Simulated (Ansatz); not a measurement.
# C: holes, doping and thermopower

Plane-wave DFT in Ansatz, PBEsol, scalar-relativistic PAW potentials, cutoff 420 eV, no spin-orbit coupling; no spin polarisation. C in space group Fd-3m. Boltzmann transport at 300 K in rigid bands with one relaxation time, bands interpolated from the k mesh 12×12×12; values are means over x, y, z.

```tsv
holes (cm⁻³)	size of S (μV/K)	σ/τ (Ω⁻¹ m⁻¹ s⁻¹)
10^18	531.7	5.73e+16
10^19	?	5.73e+17
10^20	152.3	5.69e+18
10^21	40.4	5.4e+19
```

Take the lowest doping as non-degenerate: get the effective density of states and the masses, and predict the missing S.

For parabolic bands and one τ, |S| = (k_B/e)(5/2 − η) with k_B/e = 86.17 μV/K and n = N e^η. The first row gives η = -3.67, N = 3.93×10¹⁹ cm⁻³ and, from N = 2.509×10¹⁹ cm⁻³ × m_d^(3/2), a density-of-states mass of 1.35 mₑ (all valleys and bands together). σ/τ = ne²/m_c gives a conductivity mass of 0.49 mₑ; m_d is 2.7 times m_c, the sign of several valleys, several bands or anisotropy. A decade of doping costs (k_B/e) ln 10 = 198.4 μV/K, which predicts 333 μV/K; the run gave 335.0. There η is about -1.4, where Fermi statistics begin to count, but their first corrections to η and to the mean carrier energy nearly cancel, so the rule still holds. At 10^21 cm⁻³ the rule would give -64 μV/K against 40.4: the gas is degenerate there. Scattering that depends on energy changes the 5/2, and whether such doping can be reached wasn't computed.

Cost: about 1.8 core-minutes for the runs cited, on Intel Xeon Platinum 8488C (Sapphire Rapids) (shared hosts).

The thermopower falls with hole density because the Fermi level moves towards and then into the valence band, reducing the mean energy carried per hole relative to it. In diamond the band maximum lies at Γ and consists of bonding carbon 2p states, threefold degenerate without spin-orbit coupling. The gap between the density-of-states and conductivity masses therefore reflects several bands at one point rather than several valleys. Degeneracy supplies much of the ratio, and unequal, warped masses probably the rest. Carbon's spin-orbit splitting is small against the thermal energy at 300 K, so leaving it out should matter little here.

σ/τ grows almost in proportion to the hole density but lags slightly at the two highest dopings. Degeneracy alone would not cause this in parabolic bands, which suggests that the bands become non-parabolic away from the edge. The thermopower is purely the diffusion part; phonon drag, which can be large in a crystal as stiff and thermally conductive as diamond, could raise the measured value, especially at light doping.
